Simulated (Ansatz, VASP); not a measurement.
Given: the input of a run of Ansatz 0.2.0 on Si. 

The input input.yaml:

```yaml
crystal:
  lattice:
    - [0.0, 2.7218511865, 2.7218511865]
    - [2.7218511865, 0.0, 2.7218511865]
    - [2.7218511865, 2.7218511865, 0.0]
  atoms:
    - { symbol: Si, position: [0.5, 0.5, 0.5] }
    - { symbol: Si, position: [0.75, 0.75, 0.75] }
hamiltonian:
  xc: rpbe
  pseudopotentials: { kind: paw }
  dispersion: d3bj
kpoints:
  mp_grid: { grid: [8, 8, 8] }
scf:
  occupations: { method: fermi_dirac, width: 0.05 }
output:
  forces: true
  stress: true
  write_density: true
  write_potential: true
  elf: true
  volumetric_format: npy
relax:
  f_tol: 0.01
  max_steps: 40
  cell: { stress_tol: 0.05 }
```

Potentials or basis: Ansatz PAW.

The run is started by

```console
$ ansatz run input.yaml --threads 2 --pin off --max-ram 5632MiB --backend cpu --events-out ev --progress --plain --runs-dir out
```

Q: Translate it to VASP 6.6.1. Potentials or basis there: PBE PAW files Si, 600 eV.

A: As run (cutoffs and basis follow the program's own potentials, and thresholds, step limits or extra output files can differ):

The input INCAR:

```
PREC = Accurate ; ENCUT = 600
EDIFF = 1E-6 ; ISMEAR = -1
SIGMA = 0.05 ; LREAL = F
LASPH = T ; NELM = 80
ALGO = Fast ; ISIF = 3
LWAVE = F ; LCHARG = F
GGA = RP ; IVDW = 12
IBRION = 2 ; NSW = 40
EDIFFG = -0.01
```

The input KPOINTS:

```
regular mesh
0
Gamma
  8 8 8
```

File POSCAR:

```
Si
1.0
    0.0000000000      2.7218511865      2.7218511865
    2.7218511865      0.0000000000      2.7218511865
    2.7218511865      2.7218511865      0.0000000000
Si
2
Direct
    0.5000000000      0.5000000000      0.5000000000
    0.7500000000      0.7500000000      0.7500000000
```

Potentials or basis: VASP PAW PBE potentials, release 64 (Si).

Launch:

```console
$ cat potpaw_PBE.64/Si/POTCAR > POTCAR
$ mpirun -np 1 vasp_std > vasp.out
```

Both were run:

|  | Ansatz | VASP |
| --- | --- | --- |
| Relaxed volume | 18.58 Å³/atom | 18.53 Å³/atom |
| Relaxed cell | a = 3.746 Å, b = 3.746 Å, c = 3.746 Å, α = 60.00°, β = 60.00°, γ = 60.00° | a = 3.742 Å, b = 3.742 Å, c = 3.742 Å, α = 60.00°, β = 60.00°, γ = 60.00° |
| Space group after relaxing | Fd-3m (No. 227) | Fd-3m (No. 227) |
| Pressure after relaxing | 0.0 GPa | 0.0 GPa |

Ansatz's pressure holds a Pulay term of +0.02 GPa for its cutoff of 420 eV, which the other run lacks.

Ansatz's potentials were made for PBE. VASP's potentials were made for PBE.

Where Ansatz's input types no cutoff or centring, it takes its own default and a Γ-centred mesh.

Pressure is positive in compression.
